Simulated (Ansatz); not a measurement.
# GaP: the cost of one run

Program: Ansatz 0.2.0. Level of theory: DFT PBE, scalar-relativistic, plane waves, PAW. These are calculated values, not measurements.

2 further runs of the same task are left out: 2 set aside as unsound or not needed.

## 1. The starting structure

The structure is cubic, space group F-43m (No. 216). The conventional cell has a = 5.505 Å, b = 5.505 Å, c = 5.505 Å, α = 90.00°, β = 90.00°, γ = 90.00°. Around Ga (site symmetry -43m) lie 4 P at 2.38 Å. P (site symmetry -43m) has 4 Ga at 2.38 Å as nearest neighbours.

Coordinates:

```
Ga P
1.0
     0.00000    2.75256    2.75256
     2.75256    0.00000    2.75256
     2.75256    2.75256    0.00000
Ga P
1 1
Direct
  0.00000 0.00000 0.00000
  0.25000 0.25000 0.25000
```

It goes back to an entry of the Materials Project.

It is the result of an earlier relaxation at this level (volume 20.85 Å³/atom; gap on the mesh: 1.58 eV).

The host's static dielectric tensor, from an earlier linear-response run, has a mean of 12.85.

## 2. Host supercell without the defect

File input.yaml:

```yaml
crystal:
  lattice:
    - [0.0, 8.2576754622, -8.2576754622]
    - [8.2576754622, 8.2576754622, 0.0]
    - [8.2576754622, 0.0, -8.2576754622]
  atoms:
    - { symbol: Ga, position: [0.6666666667, 0.3333333333, 0.3333333333] }
    - { symbol: Ga, position: [0.6666666667, 0.6666666667, 0.3333333333] }
    - { symbol: Ga, position: [0.6666666667, 1.0, 0.3333333333] }
    - { symbol: Ga, position: [0.3333333333, 0.3333333333, 0.3333333333] }
    - { symbol: Ga, position: [0.3333333333, 0.6666666667, 0.3333333333] }
    - { symbol: Ga, position: [0.3333333333, 0.0, 0.3333333333] }
    - { symbol: Ga, position: [1.0, 0.3333333333, 0.3333333333] }
    - { symbol: Ga, position: [1.0, 0.6666666667, 0.3333333333] }
    - { symbol: Ga, position: [1.0, 0.0, 0.3333333333] }
    - { symbol: Ga, position: [0.6666666667, 0.3333333333, 0.0] }
    - { symbol: Ga, position: [0.6666666667, 0.6666666667, 0.0] }
    - { symbol: Ga, position: [0.6666666667, 0.0, 0.0] }
    - { symbol: Ga, position: [0.3333333333, 0.3333333333, 0.0] }
    - { symbol: Ga, position: [0.3333333333, 0.6666666667, 0.0] }
    - { symbol: Ga, position: [0.3333333333, 0.0, 0.0] }
    - { symbol: Ga, position: [1.0, 0.3333333333, 0.0] }
    - { symbol: Ga, position: [1.0, 0.6666666667, 0.0] }
    - { symbol: Ga, position: [1.0, 0.0, 0.0] }
    - { symbol: Ga, position: [0.6666666667, 0.3333333333, 0.6666666667] }
    - { symbol: Ga, position: [0.6666666667, 0.6666666667, 0.6666666667] }
    - { symbol: Ga, position: [0.6666666667, 0.0, 0.6666666667] }
    - { symbol: Ga, position: [0.3333333333, 0.3333333333, 0.6666666667] }
    - { symbol: Ga, position: [0.3333333333, 0.6666666667, 0.6666666667] }
    - { symbol: Ga, position: [0.3333333333, 0.0, 0.6666666667] }
    - { symbol: Ga, position: [1.0, 0.3333333333, 0.6666666667] }
    - { symbol: Ga, position: [1.0, 0.6666666667, 0.6666666667] }
    - { symbol: Ga, position: [1.0, 0.0, 0.6666666667] }
    - { symbol: P, position: [0.5833333333, 0.25, 0.5833333333] }
    - { symbol: P, position: [0.5833333333, 0.5833333333, 0.5833333333] }
    - { symbol: P, position: [0.5833333333, 0.9166666667, 0.5833333333] }
    - { symbol: P, position: [0.25, 0.25, 0.5833333333] }
    - { symbol: P, position: [0.25, 0.5833333333, 0.5833333333] }
    - { symbol: P, position: [0.25, 0.9166666667, 0.5833333333] }
    - { symbol: P, position: [0.9166666667, 0.25, 0.5833333333] }
    - { symbol: P, position: [0.9166666667, 0.5833333333, 0.5833333333] }
    - { symbol: P, position: [0.9166666667, 0.9166666667, 0.5833333333] }
    - { symbol: P, position: [0.5833333333, 0.25, 0.25] }
    - { symbol: P, position: [0.5833333333, 0.5833333333, 0.25] }
    - { symbol: P, position: [0.5833333333, 0.9166666667, 0.25] }
    - { symbol: P, position: [0.25, 0.25, 0.25] }
    - { symbol: P, position: [0.25, 0.5833333333, 0.25] }
    - { symbol: P, position: [0.25, 0.9166666667, 0.25] }
    - { symbol: P, position: [0.9166666667, 0.25, 0.25] }
    - { symbol: P, position: [0.9166666667, 0.5833333333, 0.25] }
    - { symbol: P, position: [0.9166666667, 0.9166666667, 0.25] }
    - { symbol: P, position: [0.5833333333, 0.25, 0.9166666667] }
    - { symbol: P, position: [0.5833333333, 0.5833333333, 0.9166666667] }
    - { symbol: P, position: [0.5833333333, 0.9166666667, 0.9166666667] }
    - { symbol: P, position: [0.25, 0.25, 0.9166666667] }
    - { symbol: P, position: [0.25, 0.5833333333, 0.9166666667] }
    - { symbol: P, position: [0.25, 0.9166666667, 0.9166666667] }
    - { symbol: P, position: [0.9166666667, 0.25, 0.9166666667] }
    - { symbol: P, position: [0.9166666667, 0.5833333333, 0.9166666667] }
    - { symbol: P, position: [0.9166666667, 0.9166666667, 0.9166666667] }
basis:
  ecutwfc: 420
  xc_grid: 2
kpoints:
  mp_grid: { grid: [1, 1, 1], shift: [0.0, 0.0, 0.0] }
hamiltonian:
  xc: pbe
scf:
  occupations: { method: gaussian, width: 0.01 }
output:
  forces: true
  stress: true
  eigenvalues: true
```

Started as:

```bash
$ ansatz run input.yaml --threads 4 --pin off --max-ram 8192MiB --backend cpu --events-out ev --progress --plain --runs-dir out
```

Q: Estimate wall time and peak memory on 4 threads of Arm Neoverse V2, shared host.

About 7.8 s, with a peak of 1.3 GiB.
